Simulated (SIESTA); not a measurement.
**Pd in SIESTA: the effect of strain zz**

Crystal: Pd.

```
Pd
1.0
     0.00000    1.94650    1.86864
     1.94650    0.00000    1.86864
     1.94650    1.94650    0.00000
Pd
1
Direct
  0.00000 0.00000 0.00000
```

The cell isn't the ideal one: cell strained along z.

Alike in all runs:

```yaml
Program: SIESTA 5.4.2
Task: band structure
Functional: PBEsol
Potentials_or_basis: PseudoDojo 0.4 standard (PBEsol files)
Basis: DZP (energy shift 0.003 Ry; two zetas on semicore shells)
Grid_cutoff: 800 Ry
Energy_shift: 0.003 Ry
k_mesh: 12 × 12 × 12
Occupations: fermi-dirac, width 0.05 eV
Spin: no spin polarisation
```

```csv
strain zz,pressure (GPa)
-0.04,6.1
-0.02,?
0,-2.4
0.02,-5.7
0.04,-8.6
```

Q: What does the run with strain zz -0.02 give?

A: Pressure 1.7 GPa.

Worked out: A parabola through the other rows of the pressure, of slope -211 GPa per unit of strain zz there, gives 1.6 GPa, against the run's 1.7.

Caveats: the basis of atomic orbitals isn't converged, which shifts pressures, moduli and gaps.
